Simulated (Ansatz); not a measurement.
BaF$_{2}$ (fluorite)

```yaml
crystal:
  lattice:
    - [0.00000, 6.24642, 6.24642]
    - [3.12321, 3.12321, 6.24642]
    - [3.12321, 3.12321, 0.00000]
  atoms:
    - { symbol: Ba, position: [0.00000, 0.00000, 0.00000] }
    - { symbol: Ba, position: [0.50000, 0.00000, 0.00000] }
    - { symbol: F, position: [0.00000, 0.25000, 0.25000] }
    - { symbol: F, position: [0.50000, 0.25000, 0.25000] }
    - { symbol: F, position: [0.00000, 0.75000, 0.75000] }
    - { symbol: F, position: [0.50000, 0.75000, 0.75000] }
```

A phonon eigenvector at X = (0.5, 0.5, 0.0) is frozen into this cell: atom i moves by Q times the vector below, so Q is the largest atomic displacement, in Å. The cell is held. It is one choice among 2 degenerate patterns. (q is in reciprocal vectors of the primitive cell; the cell shown is doubled to hold the pattern.)

| atom | x | y | z |
|---|---|---|---|
| Ba1 | 0.000 | -1.000 | 0.000 |
| Ba2 | 0.000 | 1.000 | 0.000 |
| F3 | -0.213 | 0.000 | 0.000 |
| F4 | 0.213 | 0.000 | 0.000 |
| F5 | -0.213 | 0.000 | 0.000 |
| F6 | 0.213 | 0.000 | 0.000 |

The numbers are results of PBE (plane waves to 420 eV, PAW, scalar-relativistic; Ansatz, a quantum-chemistry and plane-wave program), not measurements. k mesh 9×9×9 (Γ-centred), Fermi-Dirac smearing 0.05 eV. Energies are smeared free energies. BaF2 was relaxed with its symmetry unable to fall. ΔE is measured from the undisplaced structure.

| Q (Å) | ΔE (meV/cell) |
|---|---|
| -0.2800 | 305 |
| -0.2333 | 212 |
| -0.1867 | withheld |
| -0.1400 | 77 |
| -0.0933 | 34 |
| -0.0467 | 9 |
| 0.0000 | 0 |
| 0.0467 | 9 |
| 0.0933 | 34 |
| 0.1400 | 77 |
| 0.1867 | withheld |
| 0.2333 | 212 |
| 0.2800 | 305 |

Fit an even polynomial form (powers 2, 4) to the given rows and predict ΔE at Q = 0.1867.

Least squares on the 11 given rows: ΔE = (3923)·Q² + (-435.8)·Q⁴, in meV/cell with Q in Å; root-mean-square residual 0.3 meV/cell. At 0.1867 the fit gives 136 meV/cell; the calculation gives 136 meV/cell, the same to the digits shown. The quadratic term alone would give 137 meV/cell.

(For displaced atoms, the force is minus the slope of the energy, and its curvature is a force constant, which sets phonon frequencies.)
